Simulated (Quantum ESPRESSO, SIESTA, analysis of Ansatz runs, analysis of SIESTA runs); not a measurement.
# Al2O3 (R-3c):V_O, a ladder of methods on one cell (SIESTA and Quantum ESPRESSO), part 4 of 5

We place the charge-transition levels of V_O in Al2O3 (R-3c) with atom-centred orbitals, then repeat the energies at other levels of method to see what holds. Model: a cell of 80 host atoms with 1 O taken out.

SIESTA and Quantum ESPRESSO ; SIESTA numerical-orbital DFT, PBEsol, DZP basis, PseudoDojo 0.4.1 potentials converted to PSML; charged supercells in a uniform background, point-charge correction with alignment at far sites.

So far. Step 4 (Corrections and levels): So at this level: (+2/+1) at 2.23 eV (2.81 without the correction), (+1/0) at 2.60 eV (2.81 without the correction) and (0/−1) at 6.42 eV (6.30 without the correction), in a gap of 5.88 eV. (0/−1) lies outside the gap, so the charge beyond is not the lowest at any Fermi level in the gap, within the error of the correction.

### 6. SIESTA, PBEsol, DZP, energy shift 0.02 Ry, with orbitals at the vacancy, k = ¼

Level of this step: SIESTA numerical-orbital DFT, PBEsol, DZP basis, PseudoDojo 0.4.1 potentials converted to PSML; single point of a defect supercell at fixed charge in a uniform background (SIESTA).

The orbitals' energy shift goes from 0.005 to 0.02 Ry on the same structures. A larger shift confines the orbitals more: the run is cheaper, and the tails that carry anions and vacancy electrons are cut.

The input, defect.fdf:

```
SystemName                      Al32O47
SystemLabel                     defect
NumberOfSpecies                 3
NumberOfAtoms                   80
%block ChemicalSpeciesLabel
  1   13 Al
  2    8 O
  3   -8 O_ghost
%endblock ChemicalSpeciesLabel
LatticeConstant                 1.0 Ang
%block LatticeVectors
     4.798502000     2.770416000     8.688724000
    -4.798502000     2.770416000     8.688724000
     0.000000000    -5.540834000     8.688724000
%endblock LatticeVectors
AtomicCoordinatesFormat         Fractional
%block AtomicCoordinatesAndAtomicSpecies
     0.323567798     0.324492254     0.324503123  1
     0.439946172     0.417337242     0.428866428  1
     0.073488105     0.073667744     0.073602804  1
[... 13 atom lines left out ...]
     0.027583805     0.375175616     0.722626078  2
[... 24 atom lines left out ...]
     0.926570198     0.425544878     0.425230252  1
[... 10 atom lines left out ...]
     0.677420955     0.176715109     0.675737482  1
     0.722009761     0.027531360     0.874871854  2
[... 25 atom lines left out ...]
     0.625000004     0.277612006     0.472388047  3
%endblock AtomicCoordinatesAndAtomicSpecies
%block kgrid.MonkhorstPack
    1   0   0  0.25
    0   1   0  0.25
    0   0   1  0.25
%endblock kgrid.MonkhorstPack
XC.Functional                   GGA
XC.Authors                      PBEsol
PAO.BasisSize                   DZP
PAO.EnergyShift                 0.02 Ry
Mesh.Cutoff                     300 Ry
NetCharge                       -1.0
Spin                            polarized
%block DM.InitSpin
     2   0.200
    41   0.200
    52   0.200
    53   0.200
    79   0.200
%endblock DM.InitSpin
Spin.Fix                        true
Spin.Total                      1.0
OccupationFunction              FD
ElectronicTemperature           0.01 eV
MaxSCFIterations                150
SCF.MustConverge                true
SCF.Mixer.Method                Pulay
SCF.Mixer.Weight                0.1
SCF.Mixer.History               10
SCF.DM.Tolerance                1.0e-4
SCF.H.Tolerance                 1.0e-3 eV
WriteForces                     true
Charge.Mulliken                 end
SaveRho                         true
SaveElectrostaticPotential      true
Charge.Hirshfeld                end
Charge.Voronoi                  end
```

The run is started by

```sh
> OMP_NUM_THREADS=1 siesta defect.fdf > defect.out
```

Output:

```text
Version         : 5.4.2

                           ***********************
                           *  WELCOME TO SIESTA  *
                           ***********************

[...]
reinit: Reading from file defect.fdf

reinit: -----------------------------------------------------------------------
reinit: System Name: Al32O47
reinit: -----------------------------------------------------------------------
reinit: System Label: defect
reinit: -----------------------------------------------------------------------

[...]
initatom: Reading input for the pseudopotentials and atomic orbitals ----------
Species number:   1 Atomic number:   13 Label: Al
Species number:   2 Atomic number:    8 Label: O
Species number:   3 Atomic number:   -8 Label: O_ghost (floating PAOs)

[... pseudopotential checks and orbital generation ...]

prinput: Basis input

PAO.BasisType split

%block ChemicalSpeciesLabel
    1   13 Al                      # Species index, atomic number, species label
    2    8 O                       # Species index, atomic number, species label
    3   -8 O_ghost                 # Species index, atomic number, species label
%endblock ChemicalSpeciesLabel

%block PAO.Basis                 # Define Basis set
# WARNING: This information might be incomplete!
Al                    2                    # Species label, number of l-shells
 n=3   0   2                         # n, l, Nzeta
   5.624      4.227
   1.000      1.000
 n=3   1   2 P   1                   # n, l, Nzeta, Polarization, NzetaPol
   7.109      5.414
[...]
O                     2                    # Species label, number of l-shells
 n=2   0   2                         # n, l, Nzeta
[...]
siesta:         Exch. =   -5843.967358
siesta:         Corr. =    -524.475421
siesta:   Exch.-corr. =   -6368.442779
siesta:  Ion-electron =  -25035.947637
siesta:       Ion-ion =  -13003.947561
siesta:         Total =  -23219.460198
siesta:      Fermi_up =      -0.565627
siesta:      Fermi_dn =      -4.495001
[...]
siesta: Atomic forces (eV/Ang):
siesta:      1    0.007965    0.002342    0.082376
siesta:      2   -0.048787    0.015240   -0.121564
siesta:      3   -0.009572   -0.000433    0.080837
[...]
siesta:     79   -0.129149   -0.008337   -0.000213
siesta:     80    0.012167   -0.021188   -0.000165
siesta: ----------------------------------------
siesta:    Tot    0.001780   -0.003896    0.001882
[...]
siesta: Stress tensor (static) (eV/Ang**3):
siesta:    -0.006174    0.000999    0.000411
siesta:     0.000999   -0.007421    0.000196
siesta:     0.000411    0.000196   -0.001976
[...]
siesta: Cell volume =        693.039557 Ang**3
[...]
siesta: Pressure (static):
siesta:                Solid            Molecule  Units
siesta:           0.00005653          0.00004020  Ry/Bohr**3
siesta:           0.00519049          0.00369096  eV/Ang**3
siesta:           8.31608723          5.91357143  kBar
[...]
mulliken: Qtot =      190.000

[...]
mulliken: Qtot =      189.000

Mulliken Atomic Populations:
Atom #   charge [q] valence [e]      Sz [e]  Species
     1     0.213799    2.786201    0.024529  Al
     2     0.176363    2.823637    0.047141  Al
     3     0.217541    2.782459    0.021952  Al
[...]
5    -0.167629    6.167629    0.003363  O
     6    -0.167161    6.167161    0.003102  O
     7    -0.162204    6.162204    0.002974  O
[...]
72     0.208974    2.791026    0.020933  Al
    73     0.220314    2.779686    0.022902  Al
[...]
78    -0.167001    6.167001    0.002590  O
    79    -0.159619    6.159619    0.005503  O
    80     6.007609   -0.007609    0.005131  O_ghost
 Total     5.000000                1.000000

[...]
Job completed
```

Elapsed: 9.6 min, on 1 MPI rank of Arm Neoverse V1, shared host; peak memory 1.4 GiB.

On the kept structures the largest force at this level is 0.16 eV/Å, so they are not at rest here, and a relaxation would lower the states by unlike amounts.

By state, in eV; the first energy still holds the atoms taken out or put in:

```
charge  moment (μB)  energy over the host, electrons at the valence top  point-charge term  potential shift at far sites  its spread  correction
    −1            1                                             459.080              0.237                         0.096       0.027       0.141
     0            0                                             452.757              0.000                             -           -       0.000
    +1            1                                             449.893              0.237                        -0.034       0.033       0.203
    +2            0                                             447.061              0.949                        -0.086       0.086       0.776
```

Against the first level the gap goes from 5.88 to 5.91 eV, and the level that moves most, (+1/0), from 2.60 to 2.66 eV. At charge −1, 46 % of the majority spin lies within 4 Å of the centre, against 38 % for an even spread, which points to a carrier spread as in a band; the levels next to it are then no levels of a bound state.

[end of part 4 of 5]

[Logs are printed without paths, hosts, clocks, repeated set-up lines and the standing remarks that a program may print on its own settings, such as how far it seeks lower states.]

[Hosts, paths, dates, database ids (printed as entryN), source tags and the programs' standing remarks are cut or masked in the printed files.]

[For some hosts the program warned that the k-mesh of the response run may be too coarse for force constants and the static dielectric constant; such warnings are not shown here.]

[Charge tables in the logs are Mulliken or Hirshfeld populations, whose sizes and signs can differ; where basis functions stand at a vacancy, SIESTA counts their charge against the missing atom's valence.]

[In relaxation paths of CP2K, step 0 can be the structure after the first move, since the trajectory file begins there, and the last row can be the final structure solved once more.]
